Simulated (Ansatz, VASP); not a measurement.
## One calculation of HfN, two programs

```xyz
2
Lattice="0.0000 2.2560 2.2560 2.2560 0.0000 2.2560 2.2560 2.2560 0.0000" Properties=species:S:1:pos:R:3 pbc="T T T"
Hf    0.0000    0.0000    0.0000
N     2.2560    2.2560    2.2560
```

Alike in both runs: task single point; functional PBE; k mesh 10 × 10 × 10; occupations gaussian, width 0.022 eV; no spin polarisation.

|  | VASP | Ansatz |
| --- | --- | --- |
| version | VASP 6.6.1 | Ansatz 0.2.0 |
| potentials or method | VASP PAW PBE potentials, release 64 (Hf_pv, N) | Ansatz PAW |
| plane-wave cutoff (eV) | 520 | 420 |
| valence electrons in the cell | 15 | 31 |

```csv
,VASP,Ansatz,Ansatz less VASP
gap on the k mesh at the Fermi level (eV),none,none,-
pressure (GPa),4.2,6.6,+2.40
```

A gap of «none» marks a metal or a gap that the smearing closes. The two sets of potentials don't hold the same shells in valence.

Caveats: the pressure holds a Pulay correction of +0.5 GPa for the finite cutoff (Ansatz). The runs have no spin-orbit coupling, so splittings on Hf are missing.
